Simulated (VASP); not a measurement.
**Si: single point with r2SCAN**

Si:

```
CELL_PARAMETERS angstrom
0.00000 2.69460 2.69460
2.69460 0.00000 2.69460
2.69460 2.69460 0.00000
ATOMIC_POSITIONS crystal
Si 0.75000 0.75000 0.75000
Si 0.50000 0.50000 0.50000
```

```
Program             : VASP 6.6.1
Task                : single point
Functional          : r2SCAN
Potentials or basis : VASP PAW PBE potentials, release 64 (Si)
Cutoff              : 520 eV
k mesh              : 10 × 10 × 10
Occupations         : gaussian, width 0.02 eV
Spin                : no spin polarisation
```

- Pressure: 2.9 GPa
- Band gap on the k mesh: 0.74 eV, indirect (least direct gap 2.77 eV)

Levels at points of the mesh, in eV from the valence-band top:
| k point | band 1 | band 2 | band 3 | band 4 | band 5 | band 6 | band 7 | band 8 | band 9 |
| --- | --- | --- | --- | --- | --- | --- | --- | --- | --- |
| (0.00, 0.00, 0.00) | -12.69 | 0.00 | 0.00 | 0.00 | 2.77 | 2.77 | 2.77 | 4.28 | 8.14 |
| (0.50, 0.00, 0.00) | -10.18 | -7.38 | -1.29 | -1.29 | 1.97 | 3.58 | 3.58 | 8.38 | 11.22 |
| (0.50, 0.50, 0.00) | -8.24 | -8.24 | -3.08 | -3.08 | 0.88 | 0.88 | 11.10 | 11.10 | 11.70 |

Run time: 50 s on 1 thread of AMD EPYC 7R13 Processor (Zen 3), on a shared host, peak memory 0.13 GiB.

Caveat: the PAW data sets were made with another functional, which shifts forces and pressure a little. A k mesh can miss the band edges.
